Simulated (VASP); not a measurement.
Write the native input for VASP 6.6.1 that does the following.

- Task: work function
- Functional: PBE
- Potentials or basis: VASP PAW PBE potentials, release 64 (As, B)
- Cutoff: 520 eV
- k mesh: 9 × 9 × 1
- Occupations: gaussian, width 0.05 eV
- Spin: no spin polarisation
- Dipole correction: yes
- Further INCAR settings: ALGO = Fast; EDIFF = 1e-07

The structure of BAs lies in POSCAR:

```
BAs
1.0
    3.3778490937      0.0000000000      0.0000000000
   -1.6889245469      2.9253031253      0.0000000000
    0.0000000000      0.0000000000     23.9635072667
As B
4 4
Direct
    0.0000000000      0.0000000000      0.3129758894
    0.3333333333      0.6666666667      0.4280676498
    0.6666666667      0.3333333333      0.5431594101
    0.0000000000      0.0000000000      0.6582511705
    0.3333333333      0.6666666667      0.3417488295
    0.6666666667      0.3333333333      0.4568405899
    0.0000000000      0.0000000000      0.5719323502
    0.3333333333      0.6666666667      0.6870241106
```

The cell isn't the ideal one: the (1 1 1) slab of BAs, cut from the database cell, not relaxed.

These files were run (other wordings do the same):

INCAR

```
SYSTEM = BAs
PREC     = Accurate       ! precision mode
ENCUT    = 520            ! plane-wave cutoff, eV
EDIFF    = 1E-7           ! SCF threshold, eV
ISMEAR   = 0              ! smearing method
SIGMA    = 0.05           ! smearing width, eV
LREAL    = .FALSE.        ! projectors in reciprocal space
LASPH    = .TRUE.         ! aspherical terms in the spheres
NELM     = 80             ! most SCF steps
ALGO     = Fast           ! electronic algorithm
ISIF     = 2              ! what is computed and relaxed
LWAVE    = .FALSE.        ! write WAVECAR
LCHARG   = .TRUE.         ! write CHGCAR
LDIPOL   = .TRUE.       
IDIPOL   = 3            
DIPOL    = 0.5 0.5 0.500
GGA      = PE             ! functional
LELF     = .TRUE.         ! ELF
LVHAR    = .TRUE.       
LVACPOTAV= .TRUE.
```

KPOINTS

```
regular mesh
0
G
  9 9 1
  0 0 0
```

Potentials or basis: VASP PAW PBE potentials, release 64 (As, B).

Run with:

```console
$ cat potpaw_PBE.64/As/POTCAR potpaw_PBE.64/B/POTCAR > POTCAR
$ mpirun -np 1 vasp_std > vasp.out
```

It gave:

```yaml
Largest_force: 2.266 eV/Å
Band_gap_on_the_k_mesh: none (metal or under the smearing width)
Work_function_of_the_upper_face: 4.76 eV
Work_function_of_the_lower_face: 5.55 eV
```

It took 2.1 min on 1 thread of Intel(R) Xeon(R) 6975P-C (Granite Rapids), on a shared host, peak memory 0.37 GiB.
